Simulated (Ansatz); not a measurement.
**HfO₂ (P4_2/nmc), a vibration from a frozen displacement**

All numbers below come from DFT PBE, scalar-relativistic, plane waves, PAW in Ansatz. The runs took a 420 eV cutoff, a Γ-centred 6×6×4 mesh and Gaussian smearing (0.05 eV). Spin–orbit coupling is left out, which matters for the heavy elements here. No spin polarisation. Energies are free energies at this smearing, counted from the undisturbed cell; pressure is positive in compression.

Reference structure (relaxed at this level; this form isn't the usual structure):

```
Hf O
1.0
     3.60430    0.00000    0.00000
     0.00000    3.60430    0.00000
     0.00000    0.00000    5.26397
Hf O
2 4
Direct
  0.50000 0.50000 0.50000
  0.00000 0.00000 0.00000
  0.00000 0.50000 0.69325
  0.50000 0.00000 0.80675
  0.50000 0.00000 0.30675
  0.00000 0.50000 0.19325
```

Atom 3 (O) is moved by x along the Cartesian unit vector (-0.871, 0.000, -0.492); the cell and all other atoms stay fixed. The cell's volume is 68.38 Å³; the moved atoms weigh 15.999 u together and the others 404.977 u.

```
  x (Å)  ΔE (meV/cell) total force on the moved atoms along the move (eV/Å) pressure (GPa)
-0.2000         282.45                                                2.6222          0.8094
-0.1600         186.12                                                2.1882          0.3654
-0.1200         107.92                                                1.7152          0.0490
-0.0800          49.50                                                1.1977         -0.1248
-0.0400          12.79                                                0.6287         -0.1396
 0.0000           0.00                                                0.0000          0.0236
 0.0800          56.99                                               -1.4798          0.9593
 0.1200         133.43                                               -2.3600          1.7794
 0.1600         247.39                                               -3.3601          2.8700
 0.2000         404.19                                               -4.5068          4.2627
```

**Question.** What frequency belongs to this motion?

**Answer.** The force constant is k = −dF/dx = 16.644 eV/Å², from the parabola through x = -0.0400, 0 and 0.0800. In every cell the moved atoms swing against the rest, so the mass is μ = m₁m₂/(m₁ + m₂) = 15.391 u, and ν̃ = 521.5 cm⁻¹ × √(|k|/μ) = 542 cm⁻¹. Steps this long are already anharmonic: the energies of the same points give k = 17.202 eV/Å², so the harmonic k is uncertain by that gap or more. The pattern needn't be a normal mode: ν̃² is then a weighted mean of the squared nonzero frequencies at the zone centre of this cell, taken without macroscopic field, so it lies between the lowest and the highest of them.

**Question.** How far does the harmonic law reach?

**Answer.** At x = -0.200 Å, kx²/2 = 332.89 meV against the computed 282.45 meV (-15.2 %): the well softens in this direction at large amplitude.

Cost: 10 runs of about 2 core-minutes in all, on Arm Neoverse V2 (shared hosts).